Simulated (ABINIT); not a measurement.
# ZnSe (Stilleite) (F-43m) in ABINIT: notebook, part 2 of 2

ABINIT 10.8.3 (patched build).

**3. Single point, PBEsol**

Contents of run.abi:

```
# Pseudopotentials
pp_dirpath "./"
pseudos "Se.GGA_PBE-JTH.xml, Zn.GGA_PBE-JTH.xml"

# Structure
acell 3*1.0
rprim
     0.0000000000     5.3551058920     5.3551058920
     5.3551058920     0.0000000000     5.3551058920
     5.3551058920     5.3551058920     0.0000000000
ntypat 2
znucl 34 30
natom 2
typat 1 2
xred
     0.7500000000     0.7500000000     0.7500000000
     0.0000000000     0.0000000000     0.0000000000

# Plane-wave basis
ecut 20.0
pawecutdg 40.0

# k points
kptopt 1
ngkpt 10 10 10
nshiftk 1
shiftk 0.0 0.0 0.0

# Exchange and correlation
ixc -116133

# Bands and occupations
nband 13
occopt 3
tsmear 0.05 eV

# SCF cycle
nstep 100
tolvrs 1.0e-9

# Output
iomode 3
prtwf 0
prteig 0
prtebands 0
prtden 1
prtvha 1
prtvclmb 1
prtpot 1
```

Potentials or basis: JTH PAW PBE v2.0.

On the command line:

```console
> abinit run.abi > log 2>&1
```

run.abo:

```text
.Version 10.8.3 of ABINIT
 Symmetries : space group F-4 3 m (#216); Bravais cF (face-center cubic)
================================================================================
 Values of the parameters that define the memory need of the present run
     intxc =       0    ionmov =       0      iscf =      17    lmnmax =      18
     lnmax =       6     mgfft =      32  mpssoang =       3    mqgrid =    3001
     natom =       2  nloc_mem =       2    nspden =       1   nspinor =       1
    nsppol =       1      nsym =      24    n1xccc =       1    ntypat =       2
    occopt =       3   xclevel =       2
       mpw =        1328          nfft =       32768          nkpt =          47
 PAW method is used; the additional fine FFT grid is defined by:
   mgfftf=        45    nfftf =     91125
================================================================================
================================================================================

--------------------------------------------------------------------------------
------------- Echo of variables that govern the present computation ------------
--------------------------------------------------------------------------------
 -outvars: echo values of preprocessed input variables --------
            acell      1.0000000000E+00  1.0000000000E+00  1.0000000000E+00 Bohr
              amu      7.89600000E+01  6.53900000E+01
             ecut      2.00000000E+01 Hartree
              ixc     -116133
         kptrlatt       10    0    0      0   10    0      0    0   10
          kptrlen      7.57326338E+01
            natom           2
            nband          13
            ngfft          32      32      32
          ngfftdg          45      45      45
             nkpt          47
            nstep         100
             nsym          24
           ntypat           2
           occopt           3
        pawecutdg      4.00000000E+01 Hartree
         pawxcdev           0
        prtebands           0
           prteig           0
           prtpot           1
         prtvclmb           1
           prtvha           1
            prtwf           0
            rprim      0.0000000000E+00  5.3551058920E+00  5.3551058920E+00
                       5.3551058920E+00  0.0000000000E+00  5.3551058920E+00
                       5.3551058920E+00  5.3551058920E+00  0.0000000000E+00
          spgroup         216
           tolvrs      1.00000000E-09
           tsmear      1.83746611E-03 Hartree
            typat      1  2
           useylm           1
           xangst      4.2506999971E+00  4.2506999971E+00  4.2506999971E+00
                       0.0000000000E+00  0.0000000000E+00  0.0000000000E+00
            xcart      8.0326588380E+00  8.0326588380E+00  8.0326588380E+00
                       0.0000000000E+00  0.0000000000E+00  0.0000000000E+00
             xred      7.5000000000E-01  7.5000000000E-01  7.5000000000E-01
                       0.0000000000E+00  0.0000000000E+00  0.0000000000E+00
            znucl       34.00000   30.00000

================================================================================

 chkinp: Checking input parameters for consistency.

================================================================================
== DATASET  1 ==================================================================

--- !DatasetInfo
iteration_state: {dtset: 1, }
dimensions: {natom: 2, nkpt: 47, mband: 13, nsppol: 1, nspinor: 1, nspden: 1, mpw: 1328, }
cutoff_energies: {ecut:  20.0, pawecutdg:  40.0, }
electrons: {nelect:   1.80000000E+01, charge:   0.00000000E+00, occopt:   3.00000000E+00, tsmear:   1.83746611E-03, }
meta: {optdriver: 0, ionmov: 0, optcell: 0, iscf: 17, paral_kgb: 0, }
...

[... 92 lines left out ...]
- [  0.00000000E+00,   0.00000000E+00,   4.82627329E-05, ]
pressure_GPa:  -1.4199E+00
xred      :
- [  7.5000E-01,   7.5000E-01,   7.5000E-01, Se]
- [  0.0000E+00,   0.0000E+00,   0.0000E+00, Zn]
cartesian_forces: # hartree/bohr
- [ -0.00000000E+00,  -0.00000000E+00,  -0.00000000E+00, ]
- [ -0.00000000E+00,  -0.00000000E+00,  -0.00000000E+00, ]
force_length_stats: {min:   0.00000000E+00, max:   0.00000000E+00, mean:   0.00000000E+00, }
...

 Integrated electronic density in atomic spheres:
 ------------------------------------------------
 Atom  Sphere_radius  Integrated_density
    1        2.21132          4.00978156
    2        2.30770         10.77071658

================================================================================

 ----iterations are completed or convergence reached----

 Mean square residual over all n,k,spin=   16.392E-08; max=  80.063E-06
 reduced coordinates (array xred) for    2 atoms
       0.750000000000      0.750000000000      0.750000000000
       0.000000000000      0.000000000000      0.000000000000
 rms dE/dt=  0.0000E+00; max dE/dt=  0.0000E+00; dE/dt below (all hartree)
    1       0.000000000000      0.000000000000      0.000000000000
    2       0.000000000000      0.000000000000      0.000000000000

 cartesian coordinates (angstrom) at end:
    1      4.25069999714445     4.25069999714445     4.25069999714445
    2      0.00000000000000     0.00000000000000     0.00000000000000

 cartesian forces (hartree/bohr) at end:
    1     -0.00000000000000    -0.00000000000000    -0.00000000000000
    2     -0.00000000000000    -0.00000000000000    -0.00000000000000
 frms,max,avg= 0.0000000E+00 0.0000000E+00   0.000E+00  0.000E+00  0.000E+00 h/b

 cartesian forces (eV/Angstrom) at end:
    1     -0.00000000000000    -0.00000000000000    -0.00000000000000
    2     -0.00000000000000    -0.00000000000000    -0.00000000000000
 frms,max,avg= 0.0000000E+00 0.0000000E+00   0.000E+00  0.000E+00  0.000E+00 e/A
 length scales=  1.000000000000  1.000000000000  1.000000000000 bohr
              =  0.529177210544  0.529177210544  0.529177210544 angstroms
 Fermi (or HOMO) energy (hartree) =   0.11341   Average Vxc (hartree)=  -0.34481
 Eigenvalues (hartree) for nkpt=  47  k points:
 kpt#   1, nband= 13, wtk=  0.00100, kpt=  0.0000  0.0000  0.0000 (reduced coord)
  -0.39818   -0.15001   -0.15001   -0.15001   -0.13630   -0.13630    0.09028    0.09028
   0.09028    0.13320    0.30113    0.30113    0.30113
      occupation numbers for kpt#   1
   2.00000    2.00000    2.00000    2.00000    2.00000    2.00000    1.99999    1.99999
   1.99999    0.00004    0.00000    0.00000    0.00000
 prteigrs : prtvol=0 or 1, do not print more k-points.

--- !EnergyTerms
iteration_state     : {dtset: 1, }
comment             : Components of total free energy in Hartree
kinetic             :  9.97238241635217E+00
hartree             :  2.21312575267828E+01
xc                  : -7.98413656556357E+00
Ewald energy        : -4.39185504450022E+01
psp_core            :  2.31142131988044E+00
local_psp           : -7.59468373985958E+01
PAW spherical_terms :  1.95025622608167E+01
internal            : -7.39319008853295E+01
'-kT*entropy'       : -2.04056439336618E-09
total_energy        : -7.39319008873701E+01
total_energy_eV     : -2.01178951094581E+03
...

--- !EnergyTermsDC
iteration_state     : {dtset: 1, }
comment             : '"Double-counting" decomposition of free energy'
band_energy         : -2.15906740829152E+00
Ewald energy        : -4.39185504450022E+01
psp_core            :  2.31142131988044E+00
xc_dc               : -2.44027802856932E+01
PAW spherical_terms : -5.76291603924157E+00
internal            : -7.39318928583481E+01
'-kT*entropy'       : -2.04056439336618E-09
total_energy_dc     : -7.39318928603886E+01
total_energy_dc_eV  : -2.01178929252052E+03
...

--- !EnergyTermsWithPAWCore
iteration_state     : {dtset: 1, }
comment             : 'Components of total free energy, including PAW core contributions'
Total energy        : -4.22315462702932E+03
Total energy DC     : -4.22315461900234E+03
Total energy (eV)   : -1.14917891732597E+05
Total energy DC (eV): -1.14917891514171E+05
...

 Cartesian components of stress tensor (hartree/bohr^3)
  sigma(1 1)=  4.82627329E-05  sigma(3 2)=  0.00000000E+00
  sigma(2 2)=  4.82627329E-05  sigma(3 1)=  0.00000000E+00
  sigma(3 3)=  4.82627329E-05  sigma(2 1)=  0.00000000E+00

-Cartesian components of stress tensor (GPa)         [Pressure= -1.4199E+00 GPa]
- sigma(1 1)=  1.41993863E+00  sigma(3 2)=  0.00000000E+00
- sigma(2 2)=  1.41993863E+00  sigma(3 1)=  0.00000000E+00
- sigma(3 3)=  1.41993863E+00  sigma(2 1)=  0.00000000E+00

== END DATASET(S) ==============================================================
================================================================================

 -outvars: echo values of variables after computation  --------
            acell      1.0000000000E+00  1.0000000000E+00  1.0000000000E+00 Bohr
           etotal     -7.3931892860E+01
            fcart     -0.0000000000E+00 -0.0000000000E+00 -0.0000000000E+00
                      -0.0000000000E+00 -0.0000000000E+00 -0.0000000000E+00
            rprim      0.0000000000E+00  5.3551058920E+00  5.3551058920E+00
                       5.3551058920E+00  0.0000000000E+00  5.3551058920E+00
                       5.3551058920E+00  5.3551058920E+00  0.0000000000E+00
           strten      4.8262732938E-05  4.8262732938E-05  4.8262732938E-05
                       0.0000000000E+00  0.0000000000E+00  0.0000000000E+00
           xangst      4.2506999971E+00  4.2506999971E+00  4.2506999971E+00
                       0.0000000000E+00  0.0000000000E+00  0.0000000000E+00
             xred      7.5000000000E-01  7.5000000000E-01  7.5000000000E-01
                       0.0000000000E+00  0.0000000000E+00  0.0000000000E+00
 Calculation completed.
```

Wall time 56 s (1 thread of Arm Neoverse V1, shared host); peak memory 0.13 GiB.

Results:

| Quantity | Value |
| --- | --- |
| Free energy | -2011.7893 eV |
| Band gap on the k mesh | 1.17 eV, direct |
| Valence electrons inside the program's atomic spheres | Se 4.01; Zn 10.77 |

Caveat: the cutoff is too short for stress, so the log's stress isn't used; the PAW data sets were made with another functional, which shifts forces and pressure a little.

**4. Comparison with measurements**

Step 2. A measured gap of ZnSe is 2.695 eV (an exciton energy, a little under the gap; 300 K; “Alloy Disordering Effects on the Thermal Conductivity and Energy Gap Temperature Dependence of Cd1−xZnxSe Ternary Crystals Grown by the Bridgman Method”, 2023, pmc:10253836); the calculated 1.16 eV misses it by -1.53 eV. So large a miss can be the level of theory's own, or it may mean another phase, state or a wrong row. Spin-orbit coupling on Se is left out. The value is that of PBEsol, without temperature or zero-point motion. Semilocal functionals fall short of measured gaps as a rule.

Step 3. Measured gap of ZnSe: 2.695 eV (an exciton energy, a little under the gap; 300 K; “Alloy Disordering Effects on the Thermal Conductivity and Energy Gap Temperature Dependence of Cd1−xZnxSe Ternary Crystals Grown by the Bridgman Method”, 2023, pmc:10253836). This calculation gives 1.17 eV (-1.53 eV). So large a miss can be the level of theory's own, or it may mean another phase, state or a wrong row. Spin-orbit coupling on Se is left out. The value is that of PBEsol, without temperature or zero-point motion. Semilocal functionals fall short of measured gaps as a rule.
